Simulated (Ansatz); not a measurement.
Level of theory: DFT PBE, scalar-relativistic, plane waves, PAW in Ansatz. All cells share a 420 eV cutoff and Γ-centred k meshes spaced at most about 0.3 Å⁻¹ (about 0.25 or finer for metals, 2π included). No spin polarisation.

Energies over the elements count from the elements' standard structures at the same level, with no fitted energy shifts. The references include black phosphorus.

These are static total energies at zero pressure. Larger cells and other orderings weren't all tried, so the list isn't exhaustive. Kohn–Sham gaps at this level usually fall short of measured ones. The reference form of P is held partly by dispersion forces, which this level lacks.

A search for InGa3P4 gave 7 distinct relaxed structures. Coordination counts P atoms around Ga and In (those within 1.25 times the shortest such distance or 1.15 times the sum of covalent radii, 1.27 where that leaves under three). Cells relaxed within their symmetry can be saddle points.

Question: What is the best candidate for InGa3P4?

Answer: The one with In and Ga ordered on zinc blende sites, space group I-42m (No. 121), reached from: In and Ga ordered on zinc blende sites. It has a = 5.620 Å, c = 11.220 Å, 22.2 Å³/atom, a gap of 1.16 eV on the mesh. In is surrounded by 4 P at 2.55 Å; Ga on a site of symmetry -4 has 4 P at 2.40 Å; Ga on a site of symmetry -42m is surrounded by 4 P at 2.38 Å; P has 3 Ga at 2.38–2.40 Å and 1 In at 2.55 Å. Its energy over the elements is −0.373 eV/atom. Whether it is stable depends on the other phases of the system, which aren't compared here. An observed structure of this formula, if there is one, may be missing.

```
In Ga P
1.0
    -2.81022    2.81022    5.61011
     2.81022   -2.81022    5.61011
     2.81022    2.81022   -5.61011
In Ga P
1 3 4
Direct
  0.50000 0.50000 0.00000
  0.75000 0.25000 0.50000
  0.00000 0.00000 0.00000
  0.25000 0.75000 0.50000
  0.10673 0.63296 0.00000
  0.36704 0.36704 0.47377
  0.63296 0.10673 0.00000
  0.89327 0.89327 0.52623
```

Question: How much higher is the P-43m structure with 22.2 Å³/atom and coordination In 4, Ga 4 (reached from: In and Ga ordered on zinc blende sites)?

Answer: 8 meV/atom. Its gap on the mesh is 1.05 eV.

Question: How much higher is the P4/mmm structure with 18.3 Å³/atom and coordination In 6, Ga 6 (reached from: In and Ga ordered on rock salt sites)?

Answer: 0.38 eV/atom. It has no gap on its mesh.
